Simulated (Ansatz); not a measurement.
Crystal: MnS.

```xyz
2
Lattice="0.0000 2.4735 2.4735 2.4735 0.0000 2.4735 2.4735 2.4735 0.0000" Properties=species:S:1:pos:R:3 pbc="T T T"
Mn    0.0000    0.0000    0.0000
S     3.7102    3.7102    3.7102
```

The cell is a database's computed one.

Base run:

* Program: Ansatz 0.2.0
* Functional: r2SCAN
* Potentials or basis: Ansatz PAW
* Cutoff: 500 eV (not typed: the program's choice for these potentials)
* k mesh: 9 × 9 × 9
* Occupations: fermi-dirac, width 0.05 eV
* Spin: collinear spin, ferromagnetic start
* Starting moments: [4.0, 0.0] μB

Its results: band gap on the k mesh none (metal or under the smearing width); pressure 33.4 GPa; net moment 3.69 μB per cell; site moments Mn +3.14; S +0.03 μB.

Task: The run is repeated on the same cell with these changes: functional from r2SCAN to LDA; cutoff from 500 eV (not typed: the program's choice for these potentials) to 420 eV (not typed: the program's choice for these potentials); hubbard terms from none to Mn d U = 4.5 eV; hubbard projectors from none to ortho-atomic (the default). What comes out?

Result: Band gap on the k mesh none (metal or under the smearing width); pressure 46.2 GPa; net moment 4.53 μB per cell; site moments Mn +3.71; S +0.08 μB.

Several settings changed at once, so the effect can't be laid on one alone.

Caveats: the magnetic or orbital state may not be the lowest; a pressure of tens of GPa on the cell as given is suspect, and the run, the potentials or the cell itself is likely at fault; a cell with one magnetic atom can't hold antiferromagnetic order, which such compounds often take; the PAW data sets come from PBE, with cores solved anew for the run's functional, which leaves a small shift of forces and pressure; semilocal functionals often make such compounds metallic where correlation or magnetic order opens a gap, which also shifts bond lengths (some runs).
